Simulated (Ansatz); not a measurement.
# Platinum, fcc under m-r²SCAN: structure, energy and stiffness, part 1 of 2

The plan for platinum in the fcc structure: relax it, solve it on a dense k-mesh, then scale the cell to 7 volumes from 88 to 112 % of the relaxed one and try a fit of the equation of state. The start is ferromagnetic. The k-meshes are 14×14×14 for the relaxation; 22×22×22 for the dense run; 22×22×22 for the volumes. The starting cell is the deposited one, from the Crystallography Open Database.

Method: DFT m-r2SCAN, plane waves (500 eV) with PAW, scalar-relativistic; PAW files made under PBE, frozen cores solved again for the functional; m-r²SCAN is r²SCAN on the gauge-invariant kinetic-energy density, in Ansatz 0.2.0.

## Step 1: The system as given

Symmetry: Fm-3m, No. 225, cubic system. Conventional cell: a = 3.923 Å, b = 3.923 Å, c = 3.923 Å, α = 90.00°, β = 90.00°, γ = 90.00°. Pt (site symmetry m-3m) has 12 Pt at 2.77 Å as nearest neighbours.

Coordinates:

```cif
data_structure
_symmetry_space_group_name_H-M 'Fm-3m'
_symmetry_Int_Tables_number 225
_cell_length_a 3.9231
_cell_length_b 3.9231
_cell_length_c 3.9231
_cell_angle_alpha 90.000
_cell_angle_beta 90.000
_cell_angle_gamma 90.000
_cell_volume 60.38
loop_
_atom_site_label
_atom_site_type_symbol
_atom_site_symmetry_multiplicity
_atom_site_Wyckoff_symbol
_atom_site_fract_x
_atom_site_fract_y
_atom_site_fract_z
_atom_site_occupancy
Pt1 Pt 4 a 0.00000 0.00000 0.00000 1
```

The atoms start with moments of +1 μB.

## Step 2: Geometry optimisation

The input, input.yaml:

```yaml
crystal:
  lattice:
    - [0.0, 1.96155, 1.96155]
    - [1.96155, 0.0, 1.96155]
    - [1.96155, 1.96155, 0.0]
  atoms:
    - { symbol: Pt, position: [0.0, 0.0, 0.0], spin: 1.0 }
hamiltonian:
  xc: mr2scan
  pseudopotentials:
    kind: paw
    azcp:
      Pt: "pseudopotentials/Pt.paw.azcp"
basis:
  ecutwfc: 500
  fft_grid_basis: typed
kpoints:
  mp_grid: { grid: [14, 14, 14], shift: [0, 0, 0] }
magnetization:
  spin_polarized: true
scf:
  occupations: { method: fermi_dirac, width: 0.05 }
relax:
  max_steps: 60
  f_tol: 0.01
  cell: {}
```

The program printed:

```text
Warning: RAYON_NUM_THREADS=4 ignored (pool sized by the plan → 4); use --threads N
Engine: ansatz 0.2.0, aarch64-unknown-linux-gnu
Pseudopotentials: kind: paw
Pseudopotential: Pt, paw, valence charge 18, recommended cutoff 500 eV (meta_gga), <dir>
Functional definition: m-r2SCAN
  exchange = m_r2scan_x
  correlation = m_r2scan_c
Crystal: 1 atoms, lattice volume = 15.095 Å³
Basis set: ecut = 500 eV, 387 PW (Γ), exchange–correlation on 96×96×96 points (64 copies of the dense FFT grid, shifted against one another)
Bands: 14, of which v1, the nominal top of the filled ones, is band 9 counted from 1 (8 counted from 0)
Symmetry: 48 space group operations
Space group: Fm-3m (ITA 225), of the structure as read, at distance tolerance 2.5e-5 Å
Magnetic group: BNS 225.116 (UNI 1618), of the structure as read, at distance tolerance 2.5e-5 Å
k-points: 104 of 2744
Non-local potential: Pt, projectors of the file, l = 0: 3, l = 1: 2, l = 2: 2, l = 3: 1
PAW form: soft (Blöchl's): semilocal exchange-correlation on the pseudo side does not see the compensation charge
PAW frozen core: Pt, regenerated for the run's functional (the file was generated under x = pbe(κ = 0.804, μ = 0.2195149727645171), c = pbe(β = 0.06672455060314922))
PAW one-centre angular grid: Pt, 590 points (default); XC on 160 Gauss nodes
Initial density: superposition of atomic densities (chi_scale 0.1, normalization cell)
Starting moments: Σ|m| = 1 μB on 1 of 1 site
Initial wavefunctions: pseudopotential atomic-orbital guess
Functional: x = mr2scan, c = mr2scan; τ floored in thin density (d = 2e-4 eV/Å³)
iter 1 solved again at ethr=2.62e-3 eV; its pass at ethr=3.10e-3 eV (dr2=4.72e-1 eV) is discarded
SCF iter   1: F=—  HF=-12536.841414 eV  |F-HF|=—  |Δ(HF+E_count)|=         —  Δρ=4.31e-2 (↑4.31e-2 ↓3.21e-2)  dr2=6.87e-1  dr2_τ=1.04e-2  dr2_m=3.68e-2  M=0.593 μB ∫|m|=0.597 μB  β_m=0.74  ethr=2.62e-3  ⟨swp⟩=2.0  Hψ=22145  notcnv=0
Mixer restart at iter 1: flushing history
preconditioner: auto → none  [metal: Δε(μ)=0.017 eV  Ē_g=16.825 eV  σ=0.050 eV  W_gap=0.08  n_scr=8 (ndim 8)  ℏωp=30.2 eV  f_vac=0.000  D(μ)=1.12/eV (n_scr^D=14)  sad-step TF]
SCF iter   2: F=—  HF=-12536.638545 eV  |F-HF|=—  |Δ(HF+E_count)|=   2.03e-1  Δρ=2.08e-2 (↑2.08e-2 ↓1.94e-2)  dr2=1.82e-1  dr2_τ=6.48e-3  dr2_m=4.94e-3  M=0.540 μB ∫|m|=0.564 μB  β_m=1.00  ethr=2.62e-3  ⟨swp⟩=2.0  Hψ=4929  notcnv=0  κ⁻¹=1.0e0(r=1)
SCF iter   3: F=—  HF=-12536.988693 eV  |F-HF|=—  |Δ(HF+E_count)|=         —  Δρ=5.71e-2 (↑5.71e-2 ↓4.50e-2)  dr2=3.42e-2  dr2_τ=4.93e-2  dr2_m=3.52e-1  M=-0.257 μB ∫|m|=0.258 μB  β_m=1.00  ethr=1.01e-3  ⟨swp⟩=2.2  Hψ=4482  notcnv=0  defer=1
Mixer restart at iter 3: flushing history
SCF iter   4: F=—  HF=-12536.798580 eV  |F-HF|=—  |Δ(HF+E_count)|=   1.90e-1  Δρ=1.22e-2 (↑1.22e-2 ↓8.68e-3)  dr2=4.42e-3  dr2_τ=2.42e-3  dr2_m=1.37e-2  M=-0.092 μB ∫|m|=0.097 μB  β_m=0.47  ethr=2.78e-4  ⟨swp⟩=2.4  Hψ=5743  notcnv=0  defer=18
SCF iter   5: F=—  HF=-12536.799079 eV  |F-HF|=—  |Δ(HF+E_count)|=   4.99e-4  Δρ=8.06e-3 (↑8.06e-3 ↓7.70e-3)  dr2=6.76e-4  dr2_τ=2.35e-4  dr2_m=8.13e-3  M=-0.056 μB ∫|m|=0.059 μB  β_m=0.40  ethr=2.45e-5  ⟨swp⟩=1.6  Hψ=4365  notcnv=0  defer=19  κ⁻¹=1.0e0(r=1)
SCF iter   6: F=—  HF=-12536.800901 eV  |F-HF|=—  |Δ(HF+E_count)|=   1.82e-3  Δρ=5.55e-3 (↑4.60e-3 ↓5.55e-3)  dr2=3.13e-4  dr2_τ=9.10e-5  dr2_m=3.46e-3  M=-0.009 μB ∫|m|=0.010 μB  β_m=0.46  ethr=3.75e-6  ⟨swp⟩=2.4  Hψ=4253  notcnv=0  defer=68  κ⁻¹=1.1e-1(r=2)
SCF iter   7: F=—  HF=-12536.799900 eV  |F-HF|=—  |Δ(HF+E_count)|=   1.00e-3  Δρ=7.81e-4 (↑4.63e-4 ↓7.81e-4)  dr2=1.30e-4  dr2_τ=9.55e-6  dr2_m=2.63e-5  M=0.046 μB ∫|m|=0.048 μB  β_m=1.00  ethr=1.74e-6  ⟨swp⟩=2.0  Hψ=4813  notcnv=0  defer=69  κ⁻¹=2.5e-2(r=3)
SCF iter   8: F=—  HF=-12536.799585 eV  |F-HF|=—  |Δ(HF+E_count)|=   3.14e-4  Δρ=3.48e-4 (↑3.48e-4 ↓3.17e-4)  dr2=7.95e-7  dr2_τ=2.45e-6  dr2_m=1.49e-5  M=0.037 μB ∫|m|=0.040 μB  β_m=1.00  ethr=7.23e-7  ⟨swp⟩=2.0  Hψ=4412  notcnv=0  defer=70  κ⁻¹=8.8e-4(r=4)
SCF iter   9: F=—  HF=-12536.799605 eV  |F-HF|=—  |Δ(HF+E_count)|=   2.00e-5  Δρ=4.31e-4 (↑4.31e-4 ↓3.81e-4)  dr2=1.62e-6  dr2_τ=3.30e-6  dr2_m=2.21e-5  M=0.029 μB ∫|m|=0.031 μB  β_m=1.00  ethr=4.42e-9  ⟨swp⟩=2.3  Hψ=4685  notcnv=0  defer=68  κ⁻¹=5.1e-5(r=5)
SCF iter  10: F=—  HF=-12536.799487 eV  |F-HF|=—  |Δ(HF+E_count)|=   1.18e-4  Δρ=6.15e-4 (↑6.15e-4 ↓6.02e-4)  dr2=2.62e-7  dr2_τ=7.51e-6  dr2_m=5.11e-5  M=0.043 μB ∫|m|=0.046 μB  β_m=1.00  ethr=4.42e-9  ⟨swp⟩=2.0  Hψ=4850  notcnv=0  defer=74  κ⁻¹=3.4e-5(r=6)
SCF iter  11: F=—  HF=-12536.799504 eV  |F-HF|=—  |Δ(HF+E_count)|=   1.64e-5  Δρ=5.95e-4 (↑5.95e-4 ↓5.81e-4)  dr2=2.70e-7  dr2_τ=7.01e-6  dr2_m=4.77e-5  M=0.041 μB ∫|m|=0.044 μB  β_m=1.00  ethr=1.46e-9  ⟨swp⟩=2.2  Hψ=4094  notcnv=0  defer=73  κ⁻¹=3.6e-8(r=7)
SCF iter  12: F=—  HF=-12536.799660 eV  |F-HF|=—  |Δ(HF+E_count)|=   1.56e-4  Δρ=2.98e-4 (↑2.98e-4 ↓2.79e-4)  dr2=8.21e-8  dr2_τ=1.74e-6  dr2_m=1.15e-5  M=-0.022 μB ∫|m|=0.024 μB  β_m=1.00  ethr=1.46e-9  ⟨swp⟩=3.0  Hψ=6777  notcnv=0  defer=68  κ⁻¹=9.5e-9(r=8)
SCF iter  13: F=—  HF=-12536.799710 eV  |F-HF|=—  |Δ(HF+E_count)|=   5.09e-5  Δρ=1.04e-4 (↑1.04e-4 ↓1.02e-4)  dr2=1.77e-9  dr2_τ=2.19e-7  dr2_m=1.47e-6  M=-0.008 μB ∫|m|=0.008 μB  β_m=1.00  ethr=4.56e-10  ⟨swp⟩=3.6  Hψ=6869  notcnv=0  defer=68  κ⁻¹=1.6e-8(r=8)
SCF iter  14: F=—  HF=-12536.799716 eV  |F-HF|=—  |Δ(HF+E_count)|=   5.60e-6  Δρ=4.69e-5 (↑4.69e-5 ↓4.34e-5)  dr2=2.52e-9  dr2_τ=4.21e-8  dr2_m=2.81e-7  M=-0.003 μB ∫|m|=0.004 μB  β_m=1.00  ethr=9.84e-12  ⟨swp⟩=3.0  Hψ=6757  notcnv=0  defer=68  κ⁻¹=2.2e-8(r=8)
SCF iter  15: F=—  HF=-12536.799717 eV  |F-HF|=—  |Δ(HF+E_count)|=   1.14e-6  Δρ=1.83e-5 (↑1.79e-5 ↓1.83e-5)  dr2=4.53e-10  dr2_τ=6.75e-9  dr2_m=4.52e-8  M=-0.001 μB ∫|m|=0.001 μB  β_m=1.00  ethr=9.84e-12  ⟨swp⟩=3.9  Hψ=6824  notcnv=0  defer=68  κ⁻¹=2.9e-7(r=8)
SCF iter  16: F=—  HF=-12536.799717 eV  |F-HF|=—  |Δ(HF+E_count)|=   2.08e-7  Δρ=4.17e-6 (↑4.17e-6 ↓3.28e-6)  dr2=1.63e-10  dr2_τ=2.93e-10  dr2_m=1.90e-9  M=-0.000 μB ∫|m|=0.000 μB  β_m=1.00  ethr=2.52e-12  ⟨swp⟩=3.8  Hψ=6755  notcnv=0  defer=68  κ⁻¹=1.7e-7(r=8)
SCF iter  17: F=—  HF=-12536.799717 eV  |F-HF|=—  |Δ(HF+E_count)|=   9.88e-9  Δρ=3.80e-7 (↑3.80e-7 ↓1.87e-7)  dr2=1.52e-11  dr2_τ=1.34e-12  dr2_m=6.88e-12  M=-0.000 μB ∫|m|=0.000 μB  β_m=1.00  ethr=1.00e-12  ⟨swp⟩=2.4  Hψ=5160  notcnv=0  defer=68  κ⁻¹=8.4e-9(r=8)
SCF iter  18: F=-12536.799717 eV  HF=-12536.799717 eV  |F-HF|=0.00e0  |Δ(HF+E_count)|=  4.91e-11  Δρ=2.27e-7 (↑2.27e-7 ↓9.85e-8)  dr2=4.95e-12  dr2_τ=5.00e-13  dr2_m=2.57e-12  M=0.000 μB ∫|m|=0.000 μB  ethr=1.00e-12  ⟨swp⟩=1.0  Hψ=7884  notcnv=0
WARN: the starting moments were not kept: the SCF closed with an absolute magnetisation of 5.5e-6 μB, where they sum to 1 μB in size (1 site). That is at most 0.1 of that sum. Measured as dr2_m measures the in/out step, that magnetisation stands 1.6e-11 eV from none, at or under the dr2_threshold of 1.0e-7 eV: it is no larger than a step whose dr2_m would equal this threshold. The system may hold no moment; this SCF shows only that its start led to no more than that. To try another start: raise the starting moments (crystal.atoms[].spin, magnetization.per_species, magnetization.initial_magnetization, or on a non-collinear deck that types none of these the spinor_matrix: blocks that start its atoms; where the total moment is fixed, keep their sum and leave initial_magnetization as it is; typed ones take the place of any that the run laid by itself, positive ones on a crystal's lanthanoids without a Hubbard term where scf.initial_density.shell_occupations: [] is typed) or, if the notice of its spin-set hold's release reads "site moments contracting" or "site moments show no strong build", lengthen the hold (scf.mixing.spin_hold: { on: { confirm: 4 } }; for m-r²SCAN on two components see the key's manual first). Each may lead to a state that holds a moment. A second SCF, from the converged charge density, with the starting moments and any scf.initial_density.shell_occupations laid on it anew, would have followed, and was not run: the deck does not ask for one (magnetization.retry_lost_moments is false, the default). To let it run, set magnetization.retry_lost_moments: true and run the deck again, where that key's refused combinations let it; where memory then withholds it, that run's warning says so.
SCF 1 converged in 18 iterations: F = -12536.799717 eV  dr2 = 4.95e-12
relax step   1: F+E_penalty+E_count = -12536.79971738 eV  Δ(F+E_penalty+E_count) = +0.000e0 eV  max|allowed force component| = 0.000e0 eV/Å  Δτ_max = 0.0000 Å  P = +3.532 GPa  Ω = 15.095 Å³  (18 SCF iters, dr2 threshold 1.00e-7 eV, accepted)
[... 30 lines left out ...]
relax step   2: F+E_penalty+E_count = -12536.79534578 eV  Δ(F+E_penalty+E_count) = +4.372e-3 eV  max|allowed force component| = 0.000e0 eV/Å  Δτ_max = 0.0000 Å  P = -5.675 GPa  Ω = 15.627 Å³  energy of the carried Pulay correction = -2.362e-4 eV  (18 SCF iters, dr2 threshold 1.00e-7 eV, rejected (line search))
[... 37 lines left out ...]
relax step   3: F+E_penalty+E_count = -12536.80168918 eV  Δ(F+E_penalty+E_count) = -1.972e-3 eV  max|allowed force component| = 0.000e0 eV/Å  Δτ_max = 0.0000 Å  P = -0.172 GPa  Ω = 15.295 Å³  energy of the carried Pulay correction = -8.966e-5 eV  (28 SCF iters, accepted)
[... 19 lines left out ...]
relax step   4: F+E_penalty+E_count = -12536.80169853 eV  Δ(F+E_penalty+E_count) = -9.355e-6 eV  max|allowed force component| = 0.000e0 eV/Å  Δτ_max = 0.0000 Å  P = -0.005 GPa  Ω = 15.285 Å³  energy of the carried Pulay correction = -8.548e-5 eV  (14 SCF iters, dr2 threshold 7.38e-8 eV, accepted)
[... 15 lines left out ...]
relax step   5: F+E_penalty+E_count = -12536.80178173 eV  Δ(F+E_penalty+E_count) = -8.319e-5 eV  max|allowed force component| = 0.000e0 eV/Å  Δτ_max = 0.0000 Å  P = +0.000 GPa  Ω = 15.285 Å³  stress off target by 3.00e-4 GPa  SCF on the basis re-selected at this cell (its energy is not comparable with the rows above)  (9 SCF iters)
basis re-selected at this cell: Δ(F+E_penalty+E_count) = -8.319e-5 eV, ΔP = +0.005 GPa vs the last step (what re-selecting the basis moved, of the pressure what is left beyond the Pulay correction that the steps carried, after the strain that the cell walked since its last selection, with what the two solves' SCF thresholds leave and, on support functions, any second-order correction that the steps lacked; it is no measure of the basis error at this ecutwfc). This SCF's stress stands 3.00e-4 GPa from its target on what of the cell is left free (relax.cell.stress_tol is 5.00e-2 GPa) and its largest allowed force component is 0.00e0 eV/Å (relax.f_tol is 1.00e-2 eV/Å): within both
SCF converged after 9 iterations
Stability not checked: this state was not tested for a lower state beside it, because the mixer in use, unlike msr1, does not test its closes by its own steps (another_mixer; see scf.mixing.algorithm and scf.lower_state_search)
Magnetization: 0.0000 μB (9.0000 up, 9.0000 down)
Absolute magnetization: 0.0000 μB (∫|ρ↑−ρ↓|, with the PAW one-centre terms)
Spin contamination: 0.0000 ħ² per cell (⟨S²⟩ above its minimum at these occupations)
Per-site moments (μB) at R_I (Å): [(2.669189838451892e-7, 1.1490844765964052)]
Free energy (F): -12536.801782 eV
Harris-Foulkes:  -12536.801782 eV  (|F-HF|=5.46e-12)
Internal energy: -12536.788361 eV  (E = F + TS)
E sigma→0 (E₀):  -12536.795071 eV
Entropy (-TS):   -0.013421 eV (-13.421 meV/atom)
Fermi energy:    22.696585 eV
--- Per-component energies (eV) ---
  E_band       = -153.398609
  E_kinetic    = 637.896644
  E_local      = -1483.461318  (includes V_loc(G=0)·N_el)
  E_nonlocal   = 202.019058
  E_hartree    = 551.940234
  E_xc         = -250.206644
  E_vxc        = -337.659593  (∫ρ·V_xc dr)
  E_paw        = -9479.868437  (= ΣΔE_a)
  E_vpaw       = -297.642179  (= ΣTr[D̂ρ^β])
  E_aug_tail   = 0.000151  (compensation charges beyond the density's cutoff)
  E_vtau       = 21.568117  (kinetic-family band-sum trace: ∫τ·v_τ [+ j·A + Jᵃ·Aᵃ] dr)
  E_ewald      = -2714.876555
  E_core_change = -0.231494  (= ΣΔE_core)
  E_smearing   = -0.013421  (= −TS)
  E_closure    = 0.000000  (closes the sum)
  Σ components = -12536.801782   (vs F -12536.801782, Δ=0.00e0)
--- Forces (eV/Å), atoms counted from 1 ---
  atom   1  Pt    -0.00000000     0.00000000    -0.00000000
  max |Σ_I F_I| component: 9.24e-32 eV/Å
--- Stress (GPa, compression-positive) ---
        0.000300      -0.000000       0.000000
       -0.000000       0.000300       0.000000
       -0.000000      -0.000000       0.000300
  P = ⅓ Tr σ = 0.0003 GPa (0.003 kbar)
--- Relaxed structure (4 steps of the walk, 3 accepted, 1 SCFs on fresh bases) ---
  F+E_penalty+E_count = -12536.80178173 eV   max|allowed force component| = 0.000e0 eV/Å   (the final SCF, on the basis selected at the relaxed cell)
  cell:  # Å, volume = 15.2851 Å³
    - [-2.547686016447793e-35, 1.9697586074121523, 1.9697586074121523]
    - [1.9697586074121523, -4.076297626316472e-34, 1.9697586074121523]
    - [1.9697586074121523, 1.9697586074121523, -3.821529024671693e-34]
  atoms:
    - { symbol: Pt, position: [0.0, 0.0, 0.0] }
```

Run time: 16 s. Hardware: 4 threads of an Arm CPU, shared host; peak memory 0.38 GiB.

Relaxation path:

```tsv
step	energy change (meV/atom)	largest force (eV/Å)	pressure (GPa)	volume (Å³/atom)	accepted
1	0.00	0.0000	3.53	15.095	yes
2	4.37	0.0000	-5.68	15.627	no
3	-1.97	0.0000	-0.17	15.295	yes
4	-1.98	0.0000	0.00	15.285	yes
5	-2.06	0.0000	0.00	15.285	yes
```

Steps that repeat a cell are solved on a basis chosen anew, so their changes of energy are no gain of the relaxation.

Changes in the cell that was computed:

|  | before | after | change |
| --- | --- | --- | --- |
| a (Å) | 2.774 | 2.786 | +0.4 % |
| b (Å) | 2.774 | 2.786 | +0.4 % |
| c (Å) | 2.774 | 2.786 | +0.4 % |
| volume (Å³/atom) | 15.095 | 15.285 | +1.3 % |
| shortest distance (Å) | 2.774 | 2.786 | +0.4 % |
| space group (spins left aside) | Fm-3m | Fm-3m | same |

## Step 3: The energy on a finer k-mesh

The input, input.yaml:

```yaml
crystal:
  lattice:
    - [0.0, 1.9697586074, 1.9697586074]
    - [1.9697586074, 0.0, 1.9697586074]
    - [1.9697586074, 1.9697586074, 0.0]
  atoms:
    - { symbol: Pt, position: [0.0, 0.0, 0.0], spin: 1.0 }
hamiltonian:
  xc: mr2scan
  pseudopotentials:
    kind: paw
    azcp:
      Pt: "pseudopotentials/Pt.paw.azcp"
basis:
  ecutwfc: 500
  fft_grid_basis: typed
kpoints:
  mp_grid: { grid: [22, 22, 22], shift: [0, 0, 0] }
magnetization:
  spin_polarized: true
scf:
  occupations: { method: fermi_dirac, width: 0.05 }
```

The program printed, cut to the lines that bear on the results:

```text
Warning: RAYON_NUM_THREADS=4 ignored (pool sized by the plan → 4); use --threads N
[...]
[... 3 set-up lines as earlier in the session ...]
[...]
Crystal: 1 atoms, lattice volume = 15.285 Å³
Basis set: ecut = 500 eV, 387 PW (Γ), exchange–correlation on 96×96×96 points (64 copies of the dense FFT grid, shifted against one another)
Bands: 14, of which v1, the nominal top of the filled ones, is band 9 counted from 1 (8 counted from 0)
[... 2 set-up lines as earlier in the session ...]
Magnetic group: BNS 225.116 (UNI 1618), of the structure as read, at distance tolerance 2.5e-5 Å
k-points: 328 of 10648
[...]
Starting moments: Σ|m| = 1 μB on 1 of 1 site
[...]
SCF iter   1: F=—  HF=-12536.850667 eV  |F-HF|=—  |Δ(HF+E_count)|=         —  Δρ=4.05e-2 (↑4.05e-2 ↓3.28e-2)  dr2=6.91e-1  dr2_τ=9.36e-3  dr2_m=2.71e-2  M=0.643 μB ∫|m|=0.645 μB  β_m=0.84  ethr=2.64e-3  ⟨swp⟩=2.0  Hψ=69967  notcnv=0
[...]
SCF iter  19: F=-12536.796087 eV  HF=-12536.796087 eV  |F-HF|=0.00e0  |Δ(HF+E_count)|=  1.80e-10  Δρ=8.16e-8 (↑3.46e-8 ↓8.16e-8)  dr2=1.75e-12  dr2_τ=4.91e-14  dr2_m=1.41e-13  M=-0.000 μB ∫|m|=0.000 μB  ethr=1.00e-12  ⟨swp⟩=2.0  Hψ=17764  notcnv=0
[...]
WARN: the starting moments were not kept: the SCF closed with an absolute magnetisation of 1.7e-6 μB, where they sum to 1 μB in size (1 site). That is at most 0.1 of that sum. Measured as dr2_m measures the in/out step, that magnetisation stands 1.4e-12 eV from none, at or under the [...]
this state was not tested for a lower state beside it, because the mixer in use, unlike msr1, does not test its closes by its own steps (another_mixer; see scf.mixing.algorithm and scf.lower_state_search)
SCF converged after 19 iterations
Magnetization: -0.0000 μB (9.0000 up, 9.0000 down)
Absolute magnetization: 0.0000 μB (∫|ρ↑−ρ↓|, with the PAW one-centre terms)
Spin contamination: 0.0000 ħ² per cell (⟨S²⟩ above its minimum at these occupations)
Per-site moments (μB) at R_I (Å): [(-1.6539010368196e-6, 1.149084476589316)]
Free energy (F): -12536.796087 eV
[...]
E sigma→0 (E₀):  -12536.788849 eV
Entropy (-TS):   -0.014476 eV (-14.476 meV/atom)
Fermi energy:    22.705617 eV
[...]
```

Wall time 12 s (4 threads of an Arm CPU, shared host); peak memory 0.44 GiB.

## Step 4: The cell scaled to 88 % of its volume

Changes to input.yaml since step 3:

```diff
@@ -2,5 +2,5 @@
   lattice:
-    - [0.0, 1.9697586074, 1.9697586074]
-    - [1.9697586074, 0.0, 1.9697586074]
-    - [1.9697586074, 1.9697586074, 0.0]
+    - [0.0, 1.887588101, 1.887588101]
+    - [1.887588101, 0.0, 1.887588101]
+    - [1.887588101, 1.887588101, 0.0]
   atoms:
@@ -22 +22,3 @@
   occupations: { method: fermi_dirac, width: 0.05 }
+output:
+  stress: true
```

The program printed, cut to the lines that bear on the results:

```text
Warning: RAYON_NUM_THREADS=4 ignored (pool sized by the plan → 4); use --threads N
[...]
[... 3 set-up lines as earlier in the session ...]
[...]
Crystal: 1 atoms, lattice volume = 13.451 Å³
Basis set: ecut = 500 eV, 331 PW (Γ), exchange–correlation on 80×80×80 points (64 copies of the dense FFT grid, shifted against one another)
Bands: 14, of which v1, the nominal top of the filled ones, is band 9 counted from 1 (8 counted from 0)
[... 1 set-up line as earlier in the session ...]
Space group: Fm-3m (ITA 225), of the structure as read, at distance tolerance 2.4e-5 Å
Magnetic group: BNS 225.116 (UNI 1618), of the structure as read, at distance tolerance 2.4e-5 Å
k-points: 328 of 10648
[...]
Starting moments: Σ|m| = 1 μB on 1 of 1 site
[...]
WARN: the starting moments were not kept: the SCF closed with an absolute magnetisation of 2.3e-7 μB, where they sum to 1 μB in size (1 site). That is at most 0.1 of that sum. Measured as dr2_m measures the in/out step, that magnetisation stands 3.6e-14 eV from none, at or under the [...]
this state was not tested for a lower state beside it, because the mixer in use, unlike msr1, does not test its closes by its own steps (another_mixer; see scf.mixing.algorithm and scf.lower_state_search)
SCF converged after 18 iterations
Magnetization: -0.0000 μB (9.0000 up, 9.0000 down)
Absolute magnetization: 0.0000 μB (∫|ρ↑−ρ↓|, with the PAW one-centre terms)
Spin contamination: 0.0000 ħ² per cell (⟨S²⟩ above its minimum at these occupations)
Per-site moments (μB) at R_I (Å): [(-1.9808902705248964e-7, 1.1011492357009136)]
Free energy (F): -12536.548804 eV
[...]
E sigma→0 (E₀):  -12536.542825 eV
Entropy (-TS):   -0.011958 eV (-11.958 meV/atom)
Fermi energy:    26.891990 eV
[...]
--- Stress (GPa, compression-positive) ---
       49.215100      -0.000000       0.000000
        0.000000      49.215100       0.000000
        0.000000       0.000000      49.215100
  P = ⅓ Tr σ = 49.2151 GPa (492.151 kbar)
```

It took 7.5 s on 4 threads of an Arm CPU, shared host; peak memory 0.42 GiB.

(Continued in part 2 of 2.)
